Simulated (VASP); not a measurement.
Wanted: the native input for a VASP 6.6.1 run.

```
Task                   : relaxation of cell and atoms
Functional             : PBEsol
Potentials or basis    : VASP PAW PBE potentials, release 64 (Ba_sv, Zr_sv, O)
Cutoff                 : 600 eV
k mesh                 : 6 × 6 × 6
Occupations            : gaussian, width 0.03 eV
Spin                   : no spin polarisation
Further INCAR settings : ALGO = Normal; EDIFF = 1e-07; IBRION = 2; EDIFFG = -0.005; NSW = 90; ISIF = 3
```

The structure of BaZrO3 lies in POSCAR:

```
BaZrO3                                  
1.0
    4.1893664087     -0.0000000000     -0.0000000000
   -0.0000000000      4.1893664087      0.0000000000
    0.0000000000     -0.0000000000      4.1893664087
  Ba              Zr              O             
     1     1     3
Direct
     0.0000000000000000    0.0000000000000000    0.0000000000000000
     0.5000000000000000    0.5000000000000000    0.5000000000000000
     0.0000000000000000    0.5000000000000000    0.5000000000000000
     0.5000000000000000    0.0000000000000000    0.5000000000000000
     0.5000000000000000    0.5000000000000000    0.0000000000000000
```

One way to write it, as run:

INCAR

```
  PREC = Accurate
  ENCUT = 600
  EDIFF = 1E-7
  ISMEAR = 0
  SIGMA = 0.03
  LREAL = F
  LASPH = T
  NELM = 80
  ALGO = Normal
  ISIF = 3
  LWAVE = F
  LCHARG = F
  GGA = PS
  IBRION = 2
  NSW = 90
  EDIFFG = -0.005
```

KPOINTS

```
regular mesh
0
Gamma
  6 6 6
```

Potentials or basis: VASP PAW PBE potentials, release 64 (Ba_sv, Zr_sv, O).

The run is started by

```console
$ cat potpaw_PBE.64/Ba_sv/POTCAR potpaw_PBE.64/Zr_sv/POTCAR potpaw_PBE.64/O/POTCAR > POTCAR
$ mpirun -np 1 vasp_std > vasp.out
```

Results of the run:

* Pressure after relaxing: 0.0 GPa
* Band gap on the k mesh: 3.11 eV, indirect (least direct gap 3.33 eV)

Caveat: the relaxation stopped at its first step, so nothing moved; the PAW data sets were made with another functional, which shifts forces and pressure a little; spin-orbit coupling is left out, which moves the levels of the heavy elements.

It took 48 s on 1 thread of Intel(R) Xeon(R) Platinum 8259CL CPU @ 2.50GHz (Skylake/Cascade Lake), with other jobs on the host, peak memory 0.23 GiB.
